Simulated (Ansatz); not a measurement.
Structure: COD 9012924, as refined from experiment and not relaxed. The listed cell was then made from it by scaling, straining or moving an atom.

An input for Ti: DFT, PBE, PAW with Ansatz's default frozen-core files, scalar-relativistic (Ansatz 0.2.0).

```yaml
crystal:
  lattice:
    - [-1.6679064215, 1.6679064215, 1.6679064215]
    - [1.6679064215, -1.6679064215, 1.6679064215]
    - [1.6679064215, 1.6679064215, -1.6679064215]
  atoms:
    - { symbol: Ti, position: [0.0, 0.0, 0.0] }
kpoints:
  mp_grid: { grid: [14, 14, 14] }
scf:
  occupations: { method: fermi_dirac, width: 0.05 }
hamiltonian:
  xc: pbe
  pseudopotentials: { kind: paw }
output:
  forces: true
  stress: true
  eigenvalues: true
  efg: { contact_densities: true }
```

The results part of the log:

```
SCF 1 converged in 6 iterations: F = -2499.535522 eV  dr2 = 2.15e-9
  greatest PAW one-centre occupation: 0.999 electrons in one spin orbital (limit 2), on the Ti atom at site 0 (counted from 0), in its partial waves of l = 0
SCF converged after 6 iterations
Free energy (F): -2499.535522 eV
Harris-Foulkes:  -2499.535522 eV  (|F-HF|=1.64e-9)
Internal energy: -2499.513871 eV  (E = F + TS)
E sigma→0 (E₀):  -2499.524696 eV
Entropy (-TS):   -0.021651 eV (-21.651 meV/atom)
Fermi energy:    12.120601 eV
--- Per-component energies (eV) ---
  E_band       = -169.726535
  E_kinetic    = 270.937667
  E_local      = -849.506530  (includes V_loc(G=0)·N_el)
  E_nonlocal   = 8.287274
  E_hartree    = 346.206858
  E_xc         = -96.846629
  E_vxc        = -121.098276  (∫ρ·V_xc dr)
  E_paw        = -1047.514683  (= ΣΔE_a)
  E_vpaw       = -170.762178  (= ΣTr[D̂ρ^β])
  E_aug_tail   = 0.000120  (compensation charges beyond the density's cutoff)
  E_ewald      = -1131.077948
  E_smearing   = -0.021651  (= −TS)
  E_closure    = -0.000000  (closes the sum)
  Σ components = -2499.535522   (vs F -2499.535522, Δ=0.00e0)
--- Forces (eV/Å), atoms counted from 1 ---
  atom   1  Ti    -0.00000000    -0.00000000     0.00000000
  max |Σ_I F_I| component: 3.29e-32 eV/Å
--- Stress (GPa, compression-positive) ---
       -6.792082      -0.000000      -0.000000
       -0.000000      -6.792082       0.000000
        0.000000       0.000000      -6.792082
  P = ⅓ Tr σ = -6.7921 GPa (-67.921 kbar)
--- PAW observables at the nuclei: V_zz in 10²¹ V/m², potentials from the cell's mean, atoms counted from 1 ---
  atom   1  Ti V_zz =    -0.000000   η = 0.0000   by run symmetry: forbidden
            electrostatic potential = -2530.000536 V   contact ρ = 56789.810555 e/Å³
--- Band table (eV; the first three rows and the last of 104) ---
  k-point 0: bands = ["-44.5031", "-20.4405", "-20.4405", "-20.4405", "6.3364", "13.0538", "13.0538", "13.0538", "14.6752", "14.6752"]
  k-point 1: bands = ["-44.4982", "-20.4684", "-20.4493", "-20.4407", "6.5003", "12.9818", "13.0332", "13.1699", "14.5936", "14.6798"]
  k-point 2: bands = ["-44.4843", "-20.5459", "-20.4737", "-20.4410", "6.9749", "12.7863", "12.9306", "13.5070", "14.4399", "14.6978"]
  k-point 103: bands = ["-44.3308", "-20.8177", "-20.8177", "-20.8177", "10.2289", "10.2289", "15.7338", "15.7338", "15.7338", "19.9762"]
```
